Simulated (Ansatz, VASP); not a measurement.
# Two plane-wave programs on Mo

The input INCAR:

```
SYSTEM = Mo
  ALGO = Normal
  EDIFF = 1E-7
  ENCUT = 520
  GGA = PE
  ISIF = 2
  ISMEAR = 1
  LASPH = .TRUE.
  LCHARG = .FALSE.
  LREAL = .FALSE.
  LWAVE = .FALSE.
  NBANDS = 13
  NELM = 100
  PREC = Accurate
  SIGMA = 0.6
```

Contents of KPOINTS:

```
k-points
0
G
  14 14 14
  0 0 0
```

Contents of POSCAR:

```
Mo
1.0
   -1.5813793950      1.5813793950      1.5813793950
    1.5813793950     -1.5813793950      1.5813793950
    1.5813793950      1.5813793950     -1.5813793950
Mo
1
Direct
    0.0000000000      0.0000000000      0.0000000000
```

Input for Ansatz:

```yaml
crystal:
  lattice:
    - [-1.581379395, 1.581379395, 1.581379395]
    - [1.581379395, -1.581379395, 1.581379395]
    - [1.581379395, 1.581379395, -1.581379395]
  atoms:
    - { symbol: Mo, position: [0.0, 0.0, 0.0] }
hamiltonian:
  xc: pbe
  pseudopotentials:
    kind: paw
    azcp:
      Mo: "pseudopotentials/Mo.paw.azcp"
basis:
  ecutwfc: 420
  fft_grid_basis: typed
kpoints:
  mp_grid: { grid: [14, 14, 14], shift: [0, 0, 0] }
magnetization:
  spin_polarized: false
scf:
  occupations: { method: methfessel_paxton, width: 0.6 }
  lower_state_search: "off"
output:
  stress: true
```

Alike in both runs: task single point; functional PBE; k mesh 14 × 14 × 14; occupations methfessel-paxton of order 1, width 0.6 eV; no spin polarisation.

```csv
,VASP,Ansatz
version,VASP 6.6.1,Ansatz 0.2.0
potentials or method,"VASP PAW PBE potentials, release 64 (Mo_sv)","plane waves (420 eV) with PAW, scalar-relativistic"
plane-wave cutoff (eV),520,420
valence electrons in the cell,14,14
```

```tsv
	VASP	Ansatz	Ansatz less VASP
pressure (GPa)	0.1	-0.4	-0.51
```

The functional is the same, so the differences come from potentials, cutoffs and numerics.
